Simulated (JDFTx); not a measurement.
# CdTe (F-43m) in JDFTx: further runs

One crystal, CdTe, is run at these levels: PBEsol; tasks: equation of state.

Program: JDFTx 1.7.0 (patched build). These are calculated values, not measurements. Logs are shortened: lines on timing, memory, paths and dates and some standing lists are left out, and cuts for length are marked. The log counts tension as positive stress, the text compression.

**Measured values to compare with.**

“Multiscale insight into the Cd1-xZnxTe vibrational-mechanical properties -- High-pressure experiments and ab initio calculations”, 2023, arxiv:2306.14539 quotes, for a powder of CdTe: bulk modulus 42 ± 2 GPa.

How close the calculation comes is told below.

### Step 1. Starting point

The structure is cubic, space group F-43m (No. 216). Conventional cell: a = 6.410 Å, b = 6.410 Å, c = 6.410 Å, α = 90.00°, β = 90.00°, γ = 90.00°. Te (site symmetry -43m) has 4 Cd at 2.78 Å as nearest neighbours. Cd (site symmetry -43m) has 4 Te at 2.78 Å as nearest neighbours.

### Step 2. Equation of state, PBEsol, 30.95 Å³/atom (volume scaled by 0.94)

The input, CdTe.in:

```
include CdTe.lattice
coords-type Lattice
include CdTe.ionpos

ion-species pseudo/Te.upf
ion-species pseudo/Cd.upf
elec-cutoff 51 408
elec-ex-corr gga-PBEsol
kpoint-folding 7 7 7
elec-smearing Fermi 0.0018374661
elec-n-bands 25
electronic-SCF nIterations 100 energyDiffThreshold 1e-09
electronic-minimize nIterations 30 energyDiffThreshold 1e-7
forces-output-coords Cartesian

dump-name run.$VAR
dump End Ecomponents EigStats BandEigs Kpoints Forces Stress
```

The input, CdTe.lattice:

```
lattice \
    0.0000000000     5.9329340223     5.9329340223 \
    5.9329340223     0.0000000000     5.9329340223 \
    5.9329340223     5.9329340223     0.0000000000
```

The input, CdTe.ionpos:

```
ion Te     0.7500000000     0.7500000000     0.7500000000 1
ion Cd     0.0000000000     0.0000000000     0.0000000000 1
```

Potentials or basis: PseudoDojo-SR-PBEsol-0.4.1-standard with smoothed tails.

On the command line:

```console
$ jdftx -c 1 -i CdTe.in -o CdTe.out
```

What it wrote:

```text
*************** JDFTx 1.7.0 (patched build) ***************

Input parsed successfully to the following command list (including defaults):
[... the input with its defaults ...]

---------- Setting up symmetries ----------

Found 48 point-group symmetries of the bravais lattice
Found 24 space-group symmetries with basis
Applied RMS atom displacement 0 bohrs to make symmetries exact.

---------- Initializing the Grid ----------
R =
[            0      5.93293      5.93293  ]
[      5.93293            0      5.93293  ]
[      5.93293      5.93293            0  ]
unit cell volume = 417.675
G =
[  -0.529518   0.529518   0.529518  ]
[   0.529518  -0.529518   0.529518  ]
[   0.529518   0.529518  -0.529518  ]
Minimum fftbox size, Smin = [  80  80  80  ]
Chosen fftbox size, S = [  80  80  80  ]

---------- Initializing tighter grid for wavefunction operations ----------
R =
[            0      5.93293      5.93293  ]
[      5.93293            0      5.93293  ]
[      5.93293      5.93293            0  ]
unit cell volume = 417.675
G =
[  -0.529518   0.529518   0.529518  ]
[   0.529518  -0.529518   0.529518  ]
[   0.529518   0.529518  -0.529518  ]
Minimum fftbox size, Smin = [  56  56  56  ]
Chosen fftbox size, S = [  56  56  56  ]

---------- Exchange Correlation functional ----------
Initalized PBEsol GGA exchange.
Initalized PBEsol GGA correlation.

---------- Setting up pseudopotentials ----------
Width of ionic core gaussian charges (only for fluid interactions / plotting) set to 0

Reading pseudopotential file 'pseudo/Te.upf':
  'Te' pseudopotential, 'PBESOL' functional
  Generated using ONCVPSP code by D. R. Hamann
  16 valence electrons, 3 orbitals, 6 projectors, 1001 radial grid points, with lMax = 2
    4D    l: 2   occupation: 10.0   eigenvalue: -1.528329
    5S    l: 0   occupation:  2.0   eigenvalue: -0.556831
    5P    l: 1   occupation:  4.0   eigenvalue: -0.219319
  Core radius for overlap checks: 2.04 bohrs.

Reading pseudopotential file 'pseudo/Cd.upf':
  'Cd' pseudopotential, 'PBESOL' functional
  Generated using ONCVPSP code by D. R. Hamann
  20 valence electrons, 4 orbitals, 6 projectors, 1001 radial grid points, with lMax = 2
    4S    l: 0   occupation:  2.0   eigenvalue: -3.888393
    4P    l: 1   occupation:  6.0   eigenvalue: -2.458287
    4D    l: 2   occupation: 10.0   eigenvalue: -0.431057
    5S    l: 0   occupation:  2.0   eigenvalue: -0.209481
  Core radius for overlap checks: 1.32 bohrs.

Initialized 2 species with 2 total atoms.

Folded 1 k-points by 7x7x7 to 343 k-points.

---------- Setting up k-points, bands, fillings ----------
Adding inversion symmetry to k-mesh for non-inversion-symmetric unit cell.
Reduced to 20 k-points under symmetry.
Computing the number of bands and number of electrons
Calculating initial fillings.
nElectrons:  36.000000   nBands: 25   nStates: 20

----- Setting up reduced wavefunction bases (one per k-point) -----
average nbasis = 7267.362 , ideal nbasis = 7265.873

---------- Setting up ewald sum ----------
Optimum gaussian width for ewald sums = 2.694636 bohr.
Real space sum over 1331 unit cells with max indices [  5  5  5  ]
Reciprocal space sum over 2197 terms with max indices [  6  6  6  ]

---------- Allocating electronic variables ----------
Initializing wave functions:  linear combination of atomic orbitals
Note: number of bands (25) exceeds available atomic orbitals (19)
Te pseudo-atom occupations:   s ( 2 )  p ( 4 )  d ( 10 )
Cd pseudo-atom occupations:   s ( 2 2 )  p ( 6 )  d ( 10 )
	FillingsUpdate:  mu: +0.372359098  nElectrons: 36.000000
LCAOMinimize: Iter:   0  F: -261.2287949578741291  |grad|_K:  1.807e-03  alpha:  1.000e+00
	FillingsUpdate:  mu: +0.363369858  nElectrons: 36.000000
LCAOMinimize: Iter:   1  F: -261.2421026729250570  |grad|_K:  5.367e-05  alpha:  6.481e-01  linmin:  1.042e-02  cgtest: -1.098e-01
	FillingsUpdate:  mu: +0.363108221  nElectrons: 36.000000
LCAOMinimize: Iter:   2  F: -261.2421178110119513  |grad|_K:  8.226e-06  alpha:  8.476e-01  linmin:  5.142e-03  cgtest:  8.854e-02
	FillingsUpdate:  mu: +0.363157103  nElectrons: 36.000000
LCAOMinimize: Iter:   3  F: -261.2421181010072360  |grad|_K:  1.122e-06  alpha:  6.872e-01  linmin: -7.224e-05  cgtest:  1.869e-02
	FillingsUpdate:  mu: +0.363161621  nElectrons: 36.000000
LCAOMinimize: Iter:   4  F: -261.2421181075437175  |grad|_K:  6.958e-08  alpha:  8.308e-01  linmin:  8.346e-04  cgtest: -7.801e-03
LCAOMinimize: Converged (|Delta F|<1.000000e-06 for 2 iters).

-------- Electronic minimization -----------
Will mix electronic density at each iteration.
	FillingsUpdate:  mu: +0.363161621  nElectrons: 36.000000
	FillingsUpdate:  mu: +0.355268757  nElectrons: 36.000000
SCF: Cycle:  0   F: -261.315363819527647   dF: -7.325e-02   |Residual|: 8.624e-02   |deigs|: 1.265e-01
	FillingsUpdate:  mu: +0.349602851  nElectrons: 36.000000
SCF: Cycle:  1   F: -261.326825385914276   dF: -1.146e-02   |Residual|: 3.887e-02   |deigs|: 2.001e-02
	FillingsUpdate:  mu: +0.346264669  nElectrons: 36.000000
SCF: Cycle:  2   F: -261.328642387139382   dF: -1.817e-03   |Residual|: 6.458e-03   |deigs|: 1.094e-02
	FillingsUpdate:  mu: +0.346577663  nElectrons: 36.000000
SCF: Cycle:  3   F: -261.328656033362108   dF: -1.365e-05   |Residual|: 2.697e-03   |deigs|: 6.853e-04
	FillingsUpdate:  mu: +0.346950604  nElectrons: 36.000000
SCF: Cycle:  4   F: -261.328660825716213   dF: -4.792e-06   |Residual|: 7.151e-04   |deigs|: 7.265e-04
	FillingsUpdate:  mu: +0.346970856  nElectrons: 36.000000
SCF: Cycle:  5   F: -261.328661692548394   dF: -8.668e-07   |Residual|: 3.392e-04   |deigs|: 1.715e-04
	FillingsUpdate:  mu: +0.347037508  nElectrons: 36.000000
SCF: Cycle:  6   F: -261.328662109141533   dF: -4.166e-07   |Residual|: 1.211e-04   |deigs|: 1.047e-04
	FillingsUpdate:  mu: +0.347039041  nElectrons: 36.000000
SCF: Cycle:  7   F: -261.328662246609440   dF: -1.375e-07   |Residual|: 7.509e-05   |deigs|: 2.987e-05
	FillingsUpdate:  mu: +0.347045560  nElectrons: 36.000000
SCF: Cycle:  8   F: -261.328662288079670   dF: -4.147e-08   |Residual|: 1.374e-05   |deigs|: 2.192e-05
	FillingsUpdate:  mu: +0.347044189  nElectrons: 36.000000
SCF: Cycle:  9   F: -261.328662304065119   dF: -1.599e-08   |Residual|: 1.834e-05   |deigs|: 1.442e-05
	FillingsUpdate:  mu: +0.347044502  nElectrons: 36.000000
SCF: Cycle: 10   F: -261.328662310003438   dF: -5.938e-09   |Residual|: 5.234e-06   |deigs|: 1.239e-05
	FillingsUpdate:  mu: +0.347044308  nElectrons: 36.000000
SCF: Cycle: 11   F: -261.328662312545873   dF: -2.542e-09   |Residual|: 3.032e-06   |deigs|: 9.095e-06
	FillingsUpdate:  mu: +0.347044077  nElectrons: 36.000000
SCF: Cycle: 12   F: -261.328662313670918   dF: -1.125e-09   |Residual|: 1.717e-06   |deigs|: 7.281e-06
	FillingsUpdate:  mu: +0.347044135  nElectrons: 36.000000
SCF: Cycle: 13   F: -261.328662314165058   dF: -4.941e-10   |Residual|: 1.036e-06   |deigs|: 1.394e-05
	FillingsUpdate:  mu: +0.347044117  nElectrons: 36.000000
SCF: Cycle: 14   F: -261.328662314417102   dF: -2.520e-10   |Residual|: 8.601e-07   |deigs|: 4.660e-06
SCF: Converged (|Delta E|<1.000000e-09 for 2 iters).

Setting wave functions to eigenvectors of Hamiltonian

# Stress tensor in Cartesian coordinates [Eh/a0^3]:
[ -0.000178845            0            0  ]
[            0 -0.000178845            0  ]
[            0            0 -0.000178845  ]

# Ionic positions in lattice coordinates:
ion Te   0.750000000000000   0.750000000000000   0.750000000000000 1
ion Cd   0.000000000000000   0.000000000000000   0.000000000000000 1

# Forces in Cartesian coordinates:
force Te   0.000000000000000   0.000000000000000   0.000000000000000 1
force Cd  -0.000000000000000  -0.000000000000000   0.000000000000000 1

# Energy components:
   Eewald =     -148.3628727457029015
       EH =       91.7228308711689806
     Eloc =     -267.5758584332819510
      Enl =      -25.5043372193745235
      Exc =      -48.4804808171168276
 Exc_core =       18.5830076572315015
       KE =      118.2890484058480070
-------------------------------------
     Etot =     -261.3286622812277074
       TS =        0.0000000331893728
-------------------------------------
        F =     -261.3286623144171017

IonicMinimize: Iter:   0  F: -261.328662314417102  |grad|_K:  2.084e-36
IonicMinimize: Converged (|grad|_K<1.000000e-04).

#--- Lowdin population analysis ---
# oxidation-state Te -0.929
# oxidation-state Cd +1.160

Dumping 'run.eigStats' ...
	eMin: -3.430797 at state 0 ( [ +0.000000 +0.000000 +0.000000 ] spin 0 )
	HOMO: +0.328656 at state 0 ( [ +0.000000 +0.000000 +0.000000 ] spin 0 )
	mu  : +0.347044
	LUMO: +0.363269 at state 0 ( [ +0.000000 +0.000000 +0.000000 ] spin 0 )
	eMax: +0.793376 at state 14 ( [ +0.000000 +0.428571 +0.428571 ] spin 0 )
	HOMO-LUMO gap: +0.034613
	Optical gap  : +0.034613 at state 0 ( [ +0.000000 +0.000000 +0.000000 ] spin 0 )
Done!
[note: the Lowdin charges miss the electrons that lie outside the files' atomic orbitals]
[note: mu as printed may lie anywhere between the filled and the empty levels]
```

Wall time 2.9 min (1 thread of Arm Neoverse V2, shared host); peak memory 0.27 GiB.

What came out:

```yaml
Free_energy: -7111.1152 eV
Pressure: 5.3 GPa
Band_gap_on_the_k_mesh: 0.94 eV, direct
```

Caveat: spin-orbit coupling is left out, which moves the levels of the heavy elements.

### Step 3. Equation of state, PBEsol, 31.60 Å³/atom (volume scaled by 0.96)

Changes to CdTe.in since step 2:

```diff
@@ -16,2 +16,2 @@
 dump-name run.$VAR
-dump End Ecomponents EigStats BandEigs Kpoints Forces Stress
+dump End Ecomponents EigStats BandEigs Kpoints Forces Stress ElecDensity Dtot KEdensity
```

The input, CdTe.lattice:

```
lattice \
    0.0000000000     5.9747166245     5.9747166245 \
    5.9747166245     0.0000000000     5.9747166245 \
    5.9747166245     5.9747166245     0.0000000000
```

CdTe.ionpos is that of step 2.

Potentials or basis: PseudoDojo-SR-PBEsol-0.4.1-standard with smoothed tails.

On the command line:

```console
$ jdftx -c 1 -i CdTe.in -o CdTe.out
```

Run time: 2.8 min. Hardware: 1 thread of Arm Neoverse V2, shared host; peak memory 0.27 GiB.

The run converged. Its results:

* Free energy: -7111.1533 eV
* Pressure: 3.9 GPa
* Band gap on the k mesh: 0.88 eV, direct

Caveat: spin-orbit coupling is left out, which moves the levels of the heavy elements.

### Step 4. Equation of state, PBEsol, 32.26 Å³/atom (volume scaled by 0.98)

CdTe.in is that of step 3.

The input, CdTe.lattice:

```
lattice \
    0.0000000000     6.0159228690     6.0159228690 \
    6.0159228690     0.0000000000     6.0159228690 \
    6.0159228690     6.0159228690     0.0000000000
```

CdTe.ionpos is that of step 3.

On the command line:

```console
$ jdftx -c 1 -i CdTe.in -o CdTe.out
```

Wall time 2.8 min (1 thread of Arm Neoverse V2, shared host); peak memory 0.28 GiB.

Results (log left out):

* Free energy: -7111.1812 eV
* Pressure: 2.8 GPa
* Band gap on the k mesh: 0.82 eV, direct

Caveat: spin-orbit coupling is left out, which moves the levels of the heavy elements.

### Step 5. Equation of state, PBEsol, 32.92 Å³/atom

CdTe.in is that of step 4.

The input, CdTe.lattice:

```
lattice \
    0.0000000000     6.0565722294     6.0565722294 \
    6.0565722294     0.0000000000     6.0565722294 \
    6.0565722294     6.0565722294     0.0000000000
```

CdTe.ionpos is that of step 4.

On the command line:

```console
$ jdftx -c 1 -i CdTe.in -o CdTe.out
```

Run time: 2.8 min. Hardware: 1 thread of Arm Neoverse V2, shared host; peak memory 0.28 GiB.

Results (log left out):

```yaml
Free_energy: -7111.1999 eV
Pressure: 1.7 GPa
Band_gap_on_the_k_mesh: 0.76 eV, direct
```

Caveat: spin-orbit coupling is left out, which moves the levels of the heavy elements.

### Step 6. Equation of state, PBEsol, 33.58 Å³/atom (volume scaled by 1.02)

CdTe.in is that of step 5.

The input, CdTe.lattice:

```
lattice \
    0.0000000000     6.0966831482     6.0966831482 \
    6.0966831482     0.0000000000     6.0966831482 \
    6.0966831482     6.0966831482     0.0000000000
```

CdTe.ionpos is that of step 5.

Potentials or basis: PseudoDojo-SR-PBEsol-0.4.1-standard with smoothed tails.

On the command line:

```console
$ jdftx -c 1 -i CdTe.in -o CdTe.out
```

It took 2.8 min on 1 thread of Arm Neoverse V2, shared host; peak memory 0.27 GiB.

The run converged. Its results:

* Free energy: -7111.2105 eV
* Pressure: 0.8 GPa
* Band gap on the k mesh: 0.70 eV, direct

Caveat: spin-orbit coupling is left out, which moves the levels of the heavy elements.

### Step 7. Equation of state, PBEsol, 34.24 Å³/atom (volume scaled by 1.04)

CdTe.in is that of step 6.

The input, CdTe.lattice:

```
lattice \
    0.0000000000     6.1362731091     6.1362731091 \
    6.1362731091     0.0000000000     6.1362731091 \
    6.1362731091     6.1362731091     0.0000000000
```

CdTe.ionpos is that of step 6.

On the command line:

```console
$ jdftx -c 1 -i CdTe.in -o CdTe.out
```

It took 2.8 min on 1 thread of Arm Neoverse V2, shared host; peak memory 0.28 GiB.

The run converged. Its results:

- Free energy: -7111.2137 eV
- Pressure: -0.1 GPa
- Band gap on the k mesh: 0.64 eV, direct

Caveat: spin-orbit coupling is left out, which moves the levels of the heavy elements.

### Step 8. Equation of state, PBEsol, 34.90 Å³/atom (volume scaled by 1.06)

CdTe.in is that of step 7.

The input, CdTe.lattice:

```
lattice \
    0.0000000000     6.1753587051     6.1753587051 \
    6.1753587051     0.0000000000     6.1753587051 \
    6.1753587051     6.1753587051     0.0000000000
```

CdTe.ionpos is that of step 7.

On the command line:

```console
$ jdftx -c 1 -i CdTe.in -o CdTe.out
```

It took 3.3 min on 1 thread of Arm Neoverse V2, shared host; peak memory 0.27 GiB.

Results (log left out):

- Free energy: -7111.2105 eV
- Pressure: -0.8 GPa
- Band gap on the k mesh: 0.59 eV, direct

Caveat: spin-orbit coupling is left out, which moves the levels of the heavy elements.

### Step 9. Equation of state, PBEsol

Potentials or basis: PseudoDojo-SR-PBEsol-0.4.1-standard with smoothed tails.

This step only gathers the single runs of the series.

Results:

| Item | Value |
| --- | --- |
| Equilibrium volume | 34.23 Å³/atom |
| Bulk modulus | 41 GPa |
| Pressure derivative of the bulk modulus | 4.8 |

Energy against volume, from the lowest point:
```csv
volume (Å³/atom),energy (meV/atom)
30.947,49.29
31.605,30.23
32.263,16.29
32.922,6.92
33.580,1.64
34.239,0.00
34.897,1.63
```

The run has no spin-orbit coupling, so splittings on Te are missing.

### Step 10. Comparison with measurements

Step 9. Against the measured bulk modulus of CdTe, 42 GPa (powder; quoted in “Multiscale insight into the Cd1-xZnxTe vibrational-mechanical properties -- High-pressure experiments and ab initio calculations”, 2023, arxiv:2306.14539), the calculated 41 GPa is off by -1.6 %. The fit is for a static lattice scaled at fixed shape and fixed fractional positions.
